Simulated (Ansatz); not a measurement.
Working through a single point from an input typed as a dict of Hg, space group I4/mmm

With Ansatz's Python interface.

Interactive session:
```pycon
>>> import json
>>> import ansatz as az
>>> import numpy as np
>>> deck = {
...     "crystal": {
...         "lattice": [
...             [-1.876736, 1.876736, 1.916845],
...             [1.876736, -1.876736, 1.916845],
...             [1.876736, 1.876736, -1.916845],
...         ],
...         "atoms": [{"symbol": "Hg", "position": [0.5, 0.5, 0.0]}],
...     },
...     "kpoints": {"mp_grid": {"grid": [3, 3, 3]}},
...     "hamiltonian": {"xc": "pbe"},
...     "scf": {
...         "occupations": {"method": "gaussian", "width": 0.15},
...         "mixing": {"algorithm": "broyden", "beta": 0.7, "ndim": 4},
...     },
...     "output": {"stress": True, "eigenvalues": True},
... }
>>> out = az.Session.from_dict(deck).plan(threads=1).execute()
DeckWarning: basis.ecutwfc = 420 eV, auto-derived from the records' recommended cutoffs: set by Hg (normal level)
>>> rep = out.report
>>> out.unlabelled_reasons
['no_forces']
>>> energy = rep["free_energy_ev"]
>>> print("Hg: {:.6f} eV = {:.6f} Ry = {:.6f} Ha".format(energy, energy / 13.605693, energy / 27.211386))
Hg: -13813.596169 eV = -1015.280601 Ry = -507.640301 Ha
>>> print("Fermi level {:.4f} eV, {} k-points, {} symmetry operations".format(rep["fermi_energy_ev"], rep["n_kpoints"], rep["n_symmetry_ops"]))
Fermi level 12.8973 eV, 6 k-points, 16 symmetry operations
>>> edges = rep.get("band_edges_ev")
>>> if edges:
...     print(f"band edges on the mesh: {edges[0]:.3f} and {edges[1]:.3f} eV, gap {edges[1] - edges[0]:.3f} eV")
... else:
...     print("no band edges reported (a metal, or a gap too narrow for this smearing); Fermi level", round(rep["fermi_energy_ev"], 3), "eV")
...
band edges on the mesh: 11.382 and 14.412 eV, gap 3.030 eV
>>> sigma = rep["stress_gpa"]
>>> voigt = [sigma[0][0], sigma[1][1], sigma[2][2], sigma[1][2], sigma[0][2], sigma[0][1]]
>>> print("stress xx yy zz yz xz xy (GPa, compression positive):", " ".join(f"{s:.3f}" for s in voigt))
stress xx yy zz yz xz xy (GPa, compression positive): 1.399 1.399 1.440 0.000 0.000 0.000
>>> print("P =", round(10 * float(np.mean(voigt[:3])), 2), "kbar")
P = 14.13 kbar
>>> print("band  energy (eV)  occupation, at k =", rep["kpoints_frac"][0])
band  energy (eV)  occupation, at k = [0.0, 0.0, 0.0]
>>> for band, (e, occ) in enumerate(zip(rep["eigenvalues_ev"][0], rep["occupations"][0]), start=1):
...     print(f"{band:4d} {e:12.4f} {occ:9.4f}")
...
   1    -102.1489    2.0000
   2     -50.5759    2.0000
   3     -50.5759    2.0000
   4     -50.5748    2.0000
   5       4.3553    2.0000
   6       5.6132    2.0000
   7       5.6132    2.0000
   8       5.6578    2.0000
   9       6.2899    2.0000
  10       6.3381    2.0000
  11      26.3826    0.0000
  12      26.5450    0.0000
  13      26.5450    0.0000
  14      26.6684    0.0000
>>> keep = ["free_energy_ev", "energy_sigma0_ev", "fermi_energy_ev", "n_iterations", "converged", "magnetization_mub", "n_kpoints"]
>>> with open("hg.json", "w") as handle:
...     json.dump({key: rep[key] for key in keep}, handle, indent=1)
...
```

`hg.json`, as written:
```json
{
 "free_energy_ev": -13813.596169053693,
 "energy_sigma0_ev": -13813.596169053693,
 "fermi_energy_ev": 12.897276250674414,
 "n_iterations": 6,
 "converged": true,
 "magnetization_mub": 0.0,
 "n_kpoints": 6
}
```

Reading the output:
- The settings weren't tested for convergence.
- Along an axis with an odd division the mesh misses the point at one half; a gap read on a finite mesh is an upper bound on this functional's gap.
- Spin-orbit coupling, left out here, can change this gap by several tenths of an eV, and inverted bands can meet off the mesh.
- The k-point mesh is coarse, and energy and stress weren't tested for convergence.
- The zero of the levels is a convention of the potentials, so an absolute Fermi energy is no work function.
- An opening on this mesh may only mean that it misses a point where bands touch.
- This isn't the structure that Hg takes at ambient conditions.
- Levels are Kohn-Sham eigenvalues on this mesh, without spin-orbit coupling.
- Warnings are shown shortened and without file and line.
- Run time: 0.4 s on 1 thread of Intel(R) Xeon(R) 6975P-C (Granite Rapids), with other jobs on the host, peak memory 0.32 GiB.

(Lines on the test bed's own set-up are left out of the output.)
